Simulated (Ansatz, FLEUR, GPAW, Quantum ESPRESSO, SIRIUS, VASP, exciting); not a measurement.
## SrO: programs and potentials compared

```xyz
2
Lattice="0.0000 2.5663 2.5663 2.5663 0.0000 2.5663 2.5663 2.5663 0.0000" Properties=species:S:1:pos:R:3 pbc="T T T"
Sr    2.5663    2.5663    2.5663
O     0.0000    0.0000    0.0000
```

Alike in all runs: task band structure; functional PBE; k mesh 9 × 9 × 9; occupations fermi-dirac, width 0.05 eV; no spin polarisation; no spin-orbit coupling. Pressure is positive in compression and, in plane waves, holds the error of the finite cutoff, which Ansatz's Pulay term estimates and takes out. Gaps are the smaller of the mesh's and the band path's.

| program and potentials | plane-wave cutoff (eV) | notes | band gap (eV) | pressure (GPa) |
| --- | --- | --- | --- | --- |
| Ansatz, Ansatz PAW | 420 | Pulay term of +0.37 GPa included | 3.31 | 3.32 |
| Ansatz, all-electron LAPW, scalar-relativistic | - | - | ? | ? |
| exciting, all-electron LAPW+lo, shipped species files, valence relativity iora* | - | - | 3.32 | - |
| Quantum ESPRESSO, PseudoDojo 0.4.1 SR PBE standard | 1143 | - | 3.32 | 3.10 |
| FLEUR, all-electron, FLAPW | - | - | 3.31 | - |
| SIRIUS, all-electron FP-LAPW (Koelling-Harmon valence), apw+lo standard | - | - | 3.32 | - |
| SIRIUS, all-electron FP-LAPW (ZORA valence), apw+lo standard | - | - | 3.32 | - |
| VASP, PBE PAW files O, Sr_sv, 520 eV | 520 | - | 3.26 | 3.92 |
| GPAW, GPAW PAW data sets (gpaw-data 1.2.1) | 800 | - | 3.36 | 3.83 |

Task: Estimate from the other rows what the run with Ansatz, all-electron LAPW, scalar-relativistic gave.

Result: Band gap 3.31 eV; pressure 3.33 GPa. The other rows, which needn't bracket it: band gap 3.26 to 3.36; pressure 3.10 to 3.92.
